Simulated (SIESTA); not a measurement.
NiO:

```
Ni O
1.0
     0.00000    2.08590    2.08590
     2.08590    0.00000    2.08590
     2.08590    2.08590    0.00000
Ni O
1 1
Direct
  0.00000 0.00000 0.00000
  0.50000 0.50000 0.50000
```

Base run:

* Program: SIESTA 5.4.2
* Functional: LDA
* Potentials or basis: PseudoDojo 0.4 standard (LDA files)
* Basis: TZP (energy shift 0.002 Ry)
* Grid cutoff: 800 Ry
* Energy shift: 0.002 Ry
* k mesh: 8 × 8 × 8
* Occupations: fermi-dirac, width 0.05 eV
* Spin: collinear spin, ferromagnetic start
* Starting moments: [1.0, 0.0] μB

Its results: band gap on the k mesh none (metal or under the smearing width); pressure -18.9 GPa; net moment 0.72 μB per cell; site moments Ni +0.60; O +0.11 μB.

Task: The run is repeated on the same cell with these changes: basis from TZP (energy shift 0.002 Ry) to DZP (energy shift 0.002 Ry). What comes out?

Result: Band gap on the k mesh none (metal or under the smearing width); pressure -18.1 GPa; net moment 0.72 μB per cell; site moments Ni +0.60; O +0.12 μB.

Caveats: semicore shells carry a single zeta, which can move pressures by several GPa and volumes by a few percent; so large a pressure means that the cell lies far from this level's equilibrium, or that cutoff or potentials fall short; the basis of atomic orbitals isn't converged, which shifts pressures, moduli and gaps; a cell with one magnetic atom can't hold antiferromagnetic order, which such compounds often take; semilocal functionals often make such compounds metallic where correlation or magnetic order opens a gap, which also shifts bond lengths.
